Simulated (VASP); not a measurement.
Here is a VASP 6.6.1 calculation.

INCAR

```
SYSTEM = Al2O3
ALGO = Normal
EDIFF = 1E-6
ENCUT = 520
ISIF = 2
ISMEAR = 0
LASPH = .True.
LCHARG = .True.
LELF = .True.
LREAL = .False.
LWAVE = .False.
NELM = 60
PREC = Accurate
SIGMA = 0.02
```

The input KPOINTS:

```
k-points
0
Gamma
  5 3 7
  0 0 0
```

Contents of POSCAR:

```
Al2O3
1.0
    4.6137770000      0.0000000000      0.0000000000
    0.0000000000      9.5632790000      0.0000000000
    0.0000000000      0.0000000000      3.1198620000
Al O
4 6
Direct
    0.9829750000      0.8245730000      0.0000000000
    0.0170250000      0.1754270000      0.0000000000
    0.4829750000      0.6754270000      0.5000000000
    0.5170250000      0.3245730000      0.5000000000
    0.5000000000      0.5000000000      0.5000000000
    0.1236350000      0.7530500000      0.5000000000
    0.3763650000      0.2530500000      0.0000000000
    0.6236350000      0.7469500000      0.0000000000
    0.0000000000      0.0000000000      0.0000000000
    0.8763650000      0.2469500000      0.5000000000
```

Potentials or basis: VASP PAW LDA potentials, release 64 (Al, O).

Launch:

```bash
$ cat potpaw_LDA.64/Al/POTCAR potpaw_LDA.64/O/POTCAR > POTCAR
$ mpirun -np 1 vasp_std > vasp.out
```

(1) What does it give for the pressure?

(2) Estimate the largest force.

(3) Predict the band gap on the k mesh.

Results:

(1) -5.9 GPa.

(2) 0.194 eV/Å.

(3) 3.35 eV, direct.

Caveat: an odd mesh through Γ misses points on the zone boundary, where band edges often lie.
